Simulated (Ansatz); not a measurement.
# MgO2 (Pa-3) in Ansatz: single point with HSE06

Aim: the single point of MgO2 with HSE06.

Everything below comes from runs of Ansatz 0.2.0. Logs are shortened: lines on timing, memory, paths and dates and some standing lists are left out, and cuts for length are marked.

**1. The structure**

The structure is cubic, space group Pa-3 (No. 205). Conventional cell: a = 4.829 Å, b = 4.829 Å, c = 4.829 Å, α = 90.00°, β = 90.00°, γ = 90.00°. Around Mg (site symmetry -3) lie 6 O at 2.07 Å. O (site symmetry 3) is surrounded by 1 O at 1.50 Å.

The cell is a database's computed one.

**2. Single point, HSE06**

The input, input:

```
crystal:
  lattice:
    - [4.82861247, 0.0, 0.0]
    - [0.0, 4.82861247, 0.0]
    - [0.0, 0.0, 4.82861247]
  atoms:
    - { symbol: Mg, position: [0.0, 0.0, 0.0] }
    - { symbol: Mg, position: [0.5, 0.0, 0.5] }
    - { symbol: Mg, position: [0.5, 0.5, 0.0] }
    - { symbol: Mg, position: [0.0, 0.5, 0.5] }
    - { symbol: O, position: [0.58942444, 0.91057556, 0.08942444] }
    - { symbol: O, position: [0.91057556, 0.08942444, 0.58942444] }
    - { symbol: O, position: [0.08942444, 0.58942444, 0.91057556] }
    - { symbol: O, position: [0.41057556, 0.41057556, 0.41057556] }
    - { symbol: O, position: [0.58942444, 0.58942444, 0.58942444] }
    - { symbol: O, position: [0.91057556, 0.41057556, 0.08942444] }
    - { symbol: O, position: [0.08942444, 0.91057556, 0.41057556] }
    - { symbol: O, position: [0.41057556, 0.08942444, 0.91057556] }
hamiltonian:
  xc: hse06
  pseudopotentials: { kind: paw }
kpoints:
  mp_grid: { grid: [4, 4, 4] }
scf:
  occupations: { method: fermi_dirac, width: 0.05 }
output:
  forces: true
  stress: true
  eigenvalues: true
  write_density: true
  write_potential: true
  elf: true
  volumetric_format: npy
```

Potentials or basis: Ansatz PAW.

Log:

```text
Warning: output.stress: scf.convergence.dr2_threshold = 1e-7 eV (the SCF's general default) is looser than the 1.2e-9 eV advised for a printed stress (1e-10 eV for each atom of the cell: 12). What an SCF threshold leaves in a stress goes as its square root, and in the free energy as the threshold itself, and one threshold admits the most on a small cell: of the crystals measured, under no hybrid functional and no lock of the moments, on runs that ended without the residual-converged pass, on stresses that held no estimate of that error, the worst erred by over 100 MPa in a component at 1e-7 eV an atom and by under 5 at 1e-10. Set scf.convergence.dr2_threshold to 1.2e-9 eV or tighter. The threshold is an SCF's pass mark: one that does not reach it within its budget of iterations ends unconverged, or closes short of it on a stop that the run arms, and scf.convergence.dr2_threshold's page says what that costs each kind of run
Warning: output.stress: scf.exx.energy_threshold = 1e-6 eV is looser than the 1.2e-7 eV advised for a stress under a hybrid functional (1e-8 eV for each atom of the cell: 12). Every SCF of the exchange loop can meet its threshold on dr2 while the loop round them stops early: no threshold on dr2 bounds what that leaves in the stress. Set scf.exx.energy_threshold to 1.2e-7 eV or tighter. The threshold is the loop's pass mark: a loop that does not reach it within its budget of cycles ends unconverged, and scf.exx.energy_threshold's page has the law
GPUs: using 1 of 1 available (devices: 1).
Engine: ansatz 0.2.0, x86_64-unknown-linux-gnu
Pseudopotentials: kind: paw
Pseudopotential: Mg, paw, valence charge 10, recommended cutoff 420 eV (normal), Mg.paw.azcp
Pseudopotential: O, paw, valence charge 6, recommended cutoff 420 eV (normal), O.paw.azcp
Functional definition: HSE06
  parameter a = 0.25
  parameter omega = 0.11/bohr
  exchange = pbe_x - a*pbe_x_sr(omega) + a*exact_x_sr(omega)
  correlation = pbe_c
device memory: the entry about to start is reckoned to put 1.6 GiB on a device that reports 69.9 GiB free (of which the cap on the GPU budget leaves the run 18.0 GiB)
GPU FFT provider: cuFFT
GPU libraries: cuBLAS 13.8.2, cuFFT 12.4.0, cuSOLVER 12.3.4
Crystal: 12 atoms, lattice volume = 112.582 Å³
Basis set: ecut = 420 eV, 2205 PW (Γ), exchange–correlation on 72×72×72 points (8 copies of the dense FFT grid, shifted against one another)
Bands: 56, of which v1, the nominal top of the filled ones, is band 44 counted from 1 (43 counted from 0)
Symmetry: 24 space group operations
Space group: Pa-3 (ITA 205), of the structure as read, at distance tolerance 4.8e-5 Å
k-points: 11 of 64
Non-local potential: Mg, projectors of the file, l = 0: 3, l = 1: 2, l = 2: 1
Non-local potential: O, projectors of the file, l = 0: 2, l = 1: 2, l = 2: 1
PAW form: soft (Blöchl's): semilocal exchange-correlation on the pseudo side does not see the compensation charge
PAW frozen core: Mg, regenerated for the run's functional, and the local potential with it (the file was generated under x = pbe(κ = 0.804, μ = 0.2195149727645171), c = pbe(β = 0.06672455060314922))
PAW frozen core: O, regenerated for the run's functional, and the local potential with it (the file was generated under x = pbe(κ = 0.804, μ = 0.2195149727645171), c = pbe(β = 0.06672455060314922))
PAW one-centre angular grid: Mg, 110 points (default); XC on 96 Gauss nodes
PAW one-centre angular grid: O, 110 points (default); XC on 96 Gauss nodes
Initial density: superposition of atomic densities (neutral atoms: chi_scale 0, normalization atom), corrected by the library's trained network
Initial wavefunctions: pseudopotential atomic-orbital guess
GPU buffer pool allocated for 46656 grid points (all kernels)
GPU transforms: local potential and band sums: pruned to the plane-wave sphere, on 36×36×36
Functional: x = pbe(κ = 0.804, μ = 0.2195149727645171), c = pbe(β = 0.06672455060314922), warm-up for x = pbe(κ = 0.804, μ = 0.2195149727645171) + 0.25 (exact − pbe) at short range (hse, ω = 0.20786987370883472 Å⁻¹), c = pbe(β = 0.06672455060314922); HSE06 as pw.x's `hse` composes it (authors' and Libxc's form: `xc: wpbeh`)
SCF iter   1: F=—  HF=-12235.011685 eV  |F-HF|=—  |Δ(HF+E_count)|=         —  Δρ=5.51e-3  dr2=2.12e-2  ethr=1.77e-3  ⟨swp⟩=10.4  Hψ=2726  notcnv=0
preconditioner: auto → none  [insulator: Δε(μ)=3.959 eV  Ē_g=15.899 eV  σ=0.050 eV  W_gap=1.00  n_scr=32 (ndim 8)  ℏωp=26.2 eV  f_vac=0.000  D(μ)=0.00/eV (n_scr^D=0)]
iter 2 solved again at ethr=1.62e-6 eV; its pass at ethr=2.41e-5 eV (dr2=1.43e-3 eV) is discarded
SCF iter   2: F=-12235.013792 eV  HF=-12235.012105 eV  |F-HF|=1.69e-3  |Δ(HF+E_count)|=   4.20e-4  Δρ=1.78e-3  dr2=1.42e-3  ethr=1.62e-6  ⟨swp⟩=2.1  Hψ=2827  notcnv=0
SCF 1 stopped early in 2 iterations: F = -12235.013792 eV  dr2 = 1.42e-3
[... 24 lines left out ...]
GPU buffer pool allocated for 46656 grid points (all kernels)
GPU transforms: local potential and band sums: pruned to the plane-wave sphere, on 36×36×36
Exchange kernel: α = 0.2500, screened, ω = 0.2079 Å⁻¹, Wigner–Seitz truncation, v(0) = 1044.6234 eV·Å³, q-mesh 4×4×4, nearest image of the exchange supercell L = 19.31 Å, pair-density grid 24×24×24, without the augmentation charges, whose exchange is taken in its separable form by FFT convolution over the k-point mesh (sized by the pseudopotential files, 36×36×36 at the most), smooth part of the exact exchange by density-matrix convolution in up to 2.33 GiB of GPU memory as planned if the GPU has room (build and FFT work areas not counted)
Frozen-core exchange: fock
SCF iter   1: F=—  HF=-12234.353797 eV  |F-HF|=—  |Δ(HF+E_count)|=         —  Δρ=7.19e-5  dr2=2.15e-6  ethr=1.11e-6  ⟨swp⟩=4.4  Hψ=1315  notcnv=0
preconditioner: auto → none  [insulator: Δε(μ)=6.310 eV  Ē_g=18.637 eV  σ=0.050 eV  W_gap=1.00  n_scr=32 (ndim 8)  ℏωp=26.2 eV  f_vac=0.000  D(μ)=0.00/eV (n_scr^D=0)]
SCF iter   2: F=—  HF=-12234.353800 eV  |F-HF|=—  |Δ(HF+E_count)|=   3.04e-6  Δρ=3.45e-5  dr2=4.42e-7  ethr=2.26e-9  ⟨swp⟩=4.1  Hψ=1986  notcnv=0
SCF iter   3: F=—  HF=-12234.353800 eV  |F-HF|=—  |Δ(HF+E_count)|=   5.26e-8  Δρ=1.32e-5  dr2=4.99e-8  ethr=4.41e-10  ⟨swp⟩=3.5  Hψ=1394  notcnv=0
SCF iter   4: F=-12234.353801 eV  HF=-12234.353801 eV  |F-HF|=4.67e-10  |Δ(HF+E_count)|=   2.00e-7  Δρ=2.35e-6  dr2=1.77e-9  ethr=4.66e-11  ⟨swp⟩=4.5  Hψ=1856  notcnv=0
SCF 3 converged in 4 iterations: F = -12234.353801 eV  dr2 = 1.77e-9
  Residual-converged pass: ⟨swp⟩=3.0  Hψ=1250  notcnv=0  max |occ|·‖R‖ = 9.9e-7 eV (tolerance 1.1e-6 eV)  dr2=1.80e-9  dr2_onsite=9.60e-10  max |Δocc| = 0.0e0
hybrid outer 2: dexx = +1.492e-6 eV, tail = 8.41e-8 eV, Δε = 2.76e-3 eV (about 9.00e-5 eV left of the loop's levels), ΔF = 7.53e-3 eV/Å (tail 1.15e-3)
GPU FFT provider: cuFFT
GPU libraries: cuBLAS 13.8.2, cuFFT 12.4.0, cuSOLVER 12.3.4
GPU buffer pool allocated for 46656 grid points (all kernels)
GPU transforms: local potential and band sums: pruned to the plane-wave sphere, on 36×36×36
Exchange kernel: α = 0.2500, screened, ω = 0.2079 Å⁻¹, Wigner–Seitz truncation, v(0) = 1044.6234 eV·Å³, q-mesh 4×4×4, nearest image of the exchange supercell L = 19.31 Å, pair-density grid 24×24×24, without the augmentation charges, whose exchange is taken in its separable form by FFT convolution over the k-point mesh (sized by the pseudopotential files, 36×36×36 at the most), smooth part of the exact exchange by density-matrix convolution in up to 2.33 GiB of GPU memory as planned if the GPU has room (build and FFT work areas not counted)
Frozen-core exchange: fock
SCF iter   1: F=—  HF=-12234.353801 eV  |F-HF|=—  |Δ(HF+E_count)|=         —  Δρ=3.32e-6  dr2=2.63e-9  ethr=4.78e-10  ⟨swp⟩=5.5  Hψ=1455  notcnv=0
SCF iter   2: F=-12234.353801 eV  HF=-12234.353801 eV  |F-HF|=6.91e-11  |Δ(HF+E_count)|=   1.13e-9  Δρ=1.11e-6  dr2=3.28e-10  ethr=2.91e-12  ⟨swp⟩=3.3  Hψ=1482  notcnv=0
SCF 4 converged in 2 iterations: F = -12234.353801 eV  dr2 = 3.28e-10
  Residual-converged pass: ⟨swp⟩=2.1  Hψ=1065  notcnv=0  max |occ|·‖R‖ = 2.0e-6 eV (tolerance 2.1e-6 eV)  dr2=3.28e-10  dr2_onsite=2.71e-11  max |Δocc| = 0.0e0
hybrid outer 3: dexx = +9.791e-10 eV, tail = 7.37e-10 eV, Δε = 7.11e-5 eV (about 1.14e-5 eV left of the loop's levels), ΔF = 5.07e-5 eV/Å (tail 6.74e-5)
hybrid SCF converged: 3 outer / 13 inner (+2 warm-up), last move |dexx| = 9.79e-10 eV, tail = 7.37e-10 eV
Stability not checked: this state was not tested for a lower state beside it, because the functional holds exact exchange (a hybrid, or Hartree-Fock), whose exchange loop this test does not read (fock_operator; see scf.lower_state_search)
Free energy (F): -12234.353801 eV
Frozen-core exchange: fock
Harris-Foulkes:  -12234.353801 eV  (|F-HF|=6.91e-11)
Internal energy: -12234.353801 eV  (E = F + TS)
E sigma→0 (E₀):  -12234.353801 eV
Fermi energy:    8.770164 eV
--- Per-component energies (eV) ---
  E_band       = -1549.896867
  E_kinetic    = 1719.259366
  E_local      = -8019.630996  (includes V_loc(G=0)·N_el)
  E_nonlocal   = 755.501921
  E_hartree    = 2767.367175
  E_xc         = -571.100546
  E_vxc        = -723.658708  (∫ρ·V_xc dr)
  E_exx        = -361.096517  (= α·E_x^exact, valence–valence)
  E_paw        = -2206.766192  (= ΣΔE_a)
  E_vpaw       = -93.929247  (= ΣTr[D̂ρ^β])
  E_aug_tail   = 0.019571  (compensation charges beyond the density's cutoff)
  E_ewald      = -6317.554781
  E_core_change = -0.352803  (= ΣΔE_core)
  E_smearing   = -0.000000  (= −TS)
  E_closure    = 0.000000  (closes the sum)
  Σ components = -12234.353801   (vs F -12234.353801, Δ=-1.82e-12)
--- Forces (eV/Å), atoms counted from 1 ---
  atom   1  Mg     0.00000000    -0.00000000    -0.00000000
  atom   2  Mg     0.00000000    -0.00000000    -0.00000000
  atom   3  Mg     0.00000000     0.00000000     0.00000000
  atom   4  Mg     0.00000000    -0.00000000     0.00000000
  atom   5  O     -0.54724823     0.54724823    -0.54724823
  atom   6  O      0.54724823    -0.54724823    -0.54724823
  atom   7  O     -0.54724823    -0.54724823     0.54724823
  atom   8  O      0.54724823     0.54724823     0.54724823
  atom   9  O     -0.54724823    -0.54724823    -0.54724823
  atom  10  O      0.54724823     0.54724823    -0.54724823
  atom  11  O     -0.54724823     0.54724823     0.54724823
  atom  12  O      0.54724823    -0.54724823     0.54724823
  max |Σ_I F_I| component: 3.33e-16 eV/Å
--- Stress (GPa, compression-positive) ---
       -1.160035       0.000000       0.000000
        0.000000      -1.160035       0.000000
        0.000000       0.000000      -1.160035
  P = ⅓ Tr σ = -1.1600 GPa (-11.600 kbar)
--- Band table (eV; the first three rows and the last of 11) ---
  k-point 0: bands = ["-71.2286", "-71.2268", "-71.2268", "-71.2268", "-36.1521", "-36.1521", "-36.1521", "-36.1436", "-36.1388", "-36.1388", "-36.1388", "-36.1368", "-36.1368", "-36.1300", "-36.1300", "-36.1300", "-16.9948", "-16.1243", "-16.1243", "-16.1243", "-10.2633", "-10.2633", "-10.2633", "-9.8185", "0.1167", "0.2235", "0.2235", "0.2235", "0.4367", "0.4367", "0.4367", "1.1559", "1.1559", "2.2378", "2.2378", "2.2378", "3.6319", "3.6319", "3.6319", "5.1297", "5.1297", "5.1297", "5.6317", "5.6317", "12.7618", "12.7618", "12.7618", "12.8004", "14.2730", "18.7507", "18.7507", "18.7507", "19.6658", "19.6658", "19.6658", "20.6997"]
  k-point 1: bands = ["-71.2283", "-71.2270", "-71.2268", "-71.2268", "-36.1501", "-36.1501", "-36.1491", "-36.1434", "-36.1408", "-36.1392", "-36.1383", "-36.1376", "-36.1362", "-36.1335", "-36.1313", "-36.1313", "-16.8693", "-16.2531", "-16.1107", "-16.1106", "-10.2628", "-10.2602", "-10.2185", "-9.9056", "-0.4035", "-0.3293", "-0.0916", "0.1745", "0.6290", "0.7713", "0.9378", "1.2603", "1.4155", "1.8931", "1.9290", "2.2962", "3.9730", "4.0861", "4.1301", "5.0714", "5.0954", "5.2863", "5.4145", "5.6115", "12.1938", "12.4617", "12.6635", "12.7207", "15.3059", "18.3310", "18.6574", "18.7902", "19.3267", "19.5842", "19.8726", "20.5747"]
  k-point 2: bands = ["-71.2277", "-71.2277", "-71.2268", "-71.2268", "-36.1457", "-36.1457", "-36.1455", "-36.1455", "-36.1416", "-36.1416", "-36.1397", "-36.1397", "-36.1344", "-36.1344", "-36.1341", "-36.1341", "-16.5630", "-16.5630", "-16.0970", "-16.0970", "-10.2594", "-10.2594", "-10.0833", "-10.0833", "-0.6261", "-0.6261", "-0.1366", "-0.1366", "0.8548", "0.8548", "1.1940", "1.1940", "1.6347", "1.6347", "2.0870", "2.0870", "4.6505", "4.6505", "4.7481", "4.7481", "4.9008", "4.9008", "5.5090", "5.5090", "12.0314", "12.0314", "12.6006", "12.6006", "16.8779", "16.8779", "18.5292", "18.5292", "19.7510", "19.7510", "20.2024", "20.2024"]
  k-point 10: bands = ["-71.2272", "-71.2272", "-71.2272", "-71.2272", "-36.1556", "-36.1556", "-36.1556", "-36.1556", "-36.1338", "-36.1338", "-36.1338", "-36.1338", "-36.1323", "-36.1323", "-36.1323", "-36.1323", "-16.2722", "-16.2722", "-16.2722", "-16.2722", "-10.3119", "-10.3119", "-10.3119", "-10.3119", "-0.0285", "-0.0285", "-0.0285", "-0.0285", "0.4484", "0.4484", "0.4484", "0.4484", "2.1541", "2.1541", "2.1541", "2.1541", "4.8880", "4.8880", "4.8880", "4.8880", "5.0431", "5.0431", "5.0431", "5.0431", "12.6929", "12.6929", "12.6929", "12.6929", "17.2797", "17.2797", "17.2797", "17.2797", "19.4317", "19.4317", "19.4317", "19.4317"]
```

It took 22 s on 1 × NVIDIA H100 80GB HBM3 with 2 threads of AMD EPYC 7R13 (Zen 3), shared host; peak memory 2.1 GiB.

What came out:

| Quantity | Value |
| --- | --- |
| Free energy | -12234.3538 eV |
| Pressure | -1.2 GPa |
| Largest force | 0.948 eV/Å |
| Band gap on the k mesh | 6.31 eV, indirect (least direct gap 6.52 eV) |

Forces in eV/Å, atoms in the order of the input:
```
Mg   0.000  0.000  0.000
Mg   0.000  0.000  0.000
Mg   0.000  0.000  0.000
Mg   0.000  0.000  0.000
O   -0.547  0.547 -0.547
O    0.547 -0.547 -0.547
O   -0.547 -0.547  0.547
O    0.547  0.547  0.547
O   -0.547 -0.547 -0.547
O    0.547  0.547 -0.547
O   -0.547  0.547  0.547
O    0.547 -0.547  0.547
```

Levels at points of the mesh, in eV from the valence-band top:
| k point | band 40 | band 41 | band 42 | band 43 | band 44 | band 45 | band 46 | band 47 | band 48 | band 49 |
| --- | --- | --- | --- | --- | --- | --- | --- | --- | --- | --- |
| (0.00, 0.00, 0.00) | -0.50 | -0.50 | -0.50 | 0.00 | 0.00 | 7.13 | 7.13 | 7.13 | 7.17 | 8.64 |
| (0.00, 0.00, -0.50) | -0.88 | -0.73 | -0.73 | -0.12 | -0.12 | 6.40 | 6.40 | 6.97 | 6.97 | 11.25 |
| (0.00, -0.50, -0.50) | -0.69 | -0.51 | -0.51 | -0.51 | -0.51 | 6.68 | 6.68 | 6.68 | 6.68 | 11.97 |
| (-0.50, -0.50, -0.50) | -0.74 | -0.59 | -0.59 | -0.59 | -0.59 | 7.06 | 7.06 | 7.06 | 7.06 | 11.65 |

Caveat: the pressure holds a Pulay correction of +0.7 GPa for the finite cutoff; the PAW data sets come from PBE, with cores solved anew for the run's functional, which leaves a small shift of forces and pressure; the thresholds are loose for stress. A k mesh can miss the band edges.
